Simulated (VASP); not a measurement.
## Sb: equation of state with PBE

Crystal: Sb.

```xyz
1
Lattice="0.0000 2.3712 2.3712 2.3712 0.0000 2.3712 2.3712 2.3712 0.0000" Properties=species:S:1:pos:R:3 pbc="T T T"
Sb    0.0000    0.0000    0.0000
```

This isn't the form of Sb at room conditions, which is rhombohedral.

```json
{
  "Program": "VASP 6.6.1",
  "Task": "equation of state",
  "Functional": "PBE",
  "Potentials or basis": "VASP PAW PBE potentials, release 64 (Sb)",
  "Cutoff": "520 eV",
  "k mesh": "10 × 10 × 10",
  "Occupations": "fermi-dirac, width 0.05 eV",
  "Spin": "no spin polarisation",
  "Further INCAR settings": "ALGO = Normal; EDIFF = 1e-07; NBANDS = 8"
}
```

| Item | Value |
| --- | --- |
| Equilibrium volume | 27.43 Å³/atom |
| Bulk modulus | 58 GPa |
| Pressure derivative of the bulk modulus | 3.5 (rough: it moves with the points fitted) |

Energy against volume, from the lowest point:
| volume (Å³/atom) | energy (meV/atom) |
| --- | --- |
| 25.066 | 41.94 |
| 25.599 | 24.18 |
| 26.133 | 11.62 |
| 26.666 | 3.69 |
| 27.199 | 0.00 |
| 27.733 | 0.25 |
| 28.266 | 4.14 |

All runs of the series together: 48 s on 1 thread of Intel(R) Xeon(R) Platinum 8488C (Sapphire Rapids) (shared host).

Caveat: the fit is doubtful: noisy points or a state that changes with volume. The run has no spin-orbit coupling, so splittings on Sb are missing.
